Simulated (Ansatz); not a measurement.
# N (bcc type): how the settings move a single-point run

Question: which choices in the input matter for N (bcc type)?

Computed with Ansatz 0.2.0 (reference: DFT, PBE, PAW with Ansatz's default frozen-core files, scalar-relativistic, unless a step's input says otherwise).

1 further run of the same task is left out (set aside as unsound or not needed).

**1. The starting structure**

Symmetry: R-3m, No. 166, trigonal system. Conventional cell: a = 3.421 Å, b = 3.421 Å, c = 2.142 Å, α = 90.00°, β = 90.00°, γ = 120.00°. N (site symmetry -3m) is surrounded by 8 N at 2.10 to 2.14 Å.

As a file:

```cif
data_structure
_symmetry_space_group_name_H-M 'P 1'
_symmetry_Int_Tables_number 1
_cell_length_a 2.1001
_cell_length_b 2.1001
_cell_length_c 2.1001
_cell_angle_alpha 109.061
_cell_angle_beta 109.061
_cell_angle_gamma 109.061
_cell_volume 7.24
loop_
_atom_site_label
_atom_site_type_symbol
_atom_site_fract_x
_atom_site_fract_y
_atom_site_fract_z
_atom_site_occupancy
N1 N 0.00000 0.00000 0.00000 1
```

**2. Baseline**

input.yaml

```yaml
crystal:
  lattice:
    - [-1.200258082, 1.2185361238, 1.2185361238]
    - [1.2185361238, -1.200258082, 1.2185361238]
    - [1.2185361238, 1.2185361238, -1.200258082]
  atoms:
    - { symbol: "N", position: [0.0, 0.0, 0.0] }
kpoints:
  mp_grid: { grid: [16, 16, 16] }
scf:
  occupations: { method: fermi_dirac, width: 0.05 }
hamiltonian:
  xc: pbe
  pseudopotentials: { kind: paw }
output:
  forces: true
  stress: true
  eigenvalues: true
  efg: { contact_densities: true }
```

Launch:

```console
$ ansatz run input.yaml --threads 1 --pin off --max-ram 2048MiB --backend cpu --events-out ev --progress --plain --runs-dir out
```

**3. Changing settings: dispersion d4**

input.yaml: that of step 2 with these lines changed.

```diff
@@ -14,2 +14,3 @@
   pseudopotentials: { kind: paw }
+  dispersion: d4
 output:
```

Before running it: what results should come out? Wanted: for each run, ending; energy change; pressure; gap; force.

The runs gave:

```csv
run,ending,energy change,pressure (GPa),gap (eV),force (eV/Å),cycles,time
reference,converged,0,0.0,0.00,0.00,6,1.8 s
1: dispersion d4,converged,-163.0 meV/atom (offset of the dispersion model),0.7,0.00,0.00,6,2.4 s
```

Residual by cycle in the longest SCF loop of each run; runs are numbered as in the table. The quantity is the density residual dr2, in eV.

```csv
cycle,reference,run 1
1,3.6e-5,3.6e-5
2,7.6e-5,7.6e-5
3,2.0e-5,2.0e-5
4,2.9e-6,2.9e-6
5,5.9e-7,5.9e-7
6,9.3e-8,9.3e-8
```

**Reading.** The energy moves by -163.0 meV/atom, nearly all of it the dispersion term itself (-163.0 meV/atom); that offset belongs to the model and is no gain or loss of stability; the pressure goes from 0.0 to 0.7 GPa. Semilocal functionals close small gaps, so the missing gap need not be the real solid's.
